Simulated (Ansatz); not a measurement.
# Zirconium, diamond under PBE: structure, energy and stiffness

The plan for zirconium in the diamond structure: relax it, solve it on a dense k-mesh, then scale the cell to 7 volumes from 88 to 112 % of the relaxed one and try a fit of the equation of state. The start is ferromagnetic. The k-meshes are 9×9×9 for the relaxation; 14×14×14 for the dense run; 14×14×14 for the volumes.

This is Zr in the diamond structure; at room conditions it is hcp.

Method: DFT PBE, plane waves (420 eV) with PAW, scalar-relativistic, in Ansatz 0.2.0.

## 1. The starting structure

The structure is cubic, space group Fd-3m (No. 227). The conventional cell has a = 6.312 Å, b = 6.312 Å, c = 6.312 Å, α = 90.00°, β = 90.00°, γ = 90.00°. Zr (site symmetry -43m) is surrounded by 4 Zr at 2.73 Å.

Coordinates:

```cif
data_structure
_symmetry_space_group_name_H-M 'Fd-3m:1'
_symmetry_Int_Tables_number 227
_cell_length_a 6.3116
_cell_length_b 6.3116
_cell_length_c 6.3116
_cell_angle_alpha 90.000
_cell_angle_beta 90.000
_cell_angle_gamma 90.000
_cell_volume 251.43
loop_
_atom_site_label
_atom_site_type_symbol
_atom_site_symmetry_multiplicity
_atom_site_Wyckoff_symbol
_atom_site_fract_x
_atom_site_fract_y
_atom_site_fract_z
_atom_site_occupancy
Zr1 Zr 8 b 0.75000 0.75000 0.75000 1
```

Starting moments (μB): +1 ×2.

## 2. Relaxing cell and atoms

input.yaml reads:

```yaml
crystal:
  lattice:
    - [0.0, 3.1558057739, 3.1558057739]
    - [3.1558057739, 0.0, 3.1558057739]
    - [3.1558057739, 3.1558057739, 0.0]
  atoms:
    - { symbol: Zr, position: [0.125, 0.125, 0.125], spin: 1.0 }
    - { symbol: Zr, position: [0.875, 0.875, 0.875], spin: 1.0 }
hamiltonian:
  xc: pbe
  pseudopotentials:
    kind: paw
    azcp:
      Zr: "pseudopotentials/Zr.paw.azcp"
basis:
  ecutwfc: 420
  fft_grid_basis: typed
kpoints:
  mp_grid: { grid: [9, 9, 9], shift: [0, 0, 0] }
magnetization:
  spin_polarized: true
scf:
  occupations: { method: fermi_dirac, width: 0.05 }
relax:
  max_steps: 60
  f_tol: 0.01
  cell: {}
```

Further steps of the session: The energy on a finer k-mesh; Equation of state: 88 %; Equation of state: 92 %; Equation of state: 96 %; Equation of state: 100 %; Equation of state: 104 %; Equation of state: 108 %; Equation of state: 112 %.

What does the calculation give? Wanted: space group; conventional cell; volume; shortest distance; gap on the mesh; magnetic state; relative to hcp; V₀, B₀, B₀′.

As calculated:

| quantity | value |
| --- | --- |
| space group (spins left aside) | Fd-3m (No. 227) |
| conventional cell | a = 6.312 Å |
| volume | 31.429 Å³/atom |
| shortest distance | 2.733 Å |
| gap on the mesh | none (levels filled in part) |
| magnetic state | ferromagnetic, up to 0.44 μB per atom |
| relative to hcp | +2387 meV/atom |
| V₀, B₀, B₀′ | 31.416 Å³/atom, 25 GPa, 7.2 |

From the guessed start the volume shrank by 0.0 % in 2 steps. Against the reference form of zirconium (hcp, computed apart with the same settings) it stands 2387 meV/atom higher, so it is far from stable. The final state is ferromagnetic (largest moment 0.44 μB). No gap shows: it is a metal or semimetal at this level. B₀ comes out at 25 GPa. Relaxation kept the symmetry; phonons were not checked.
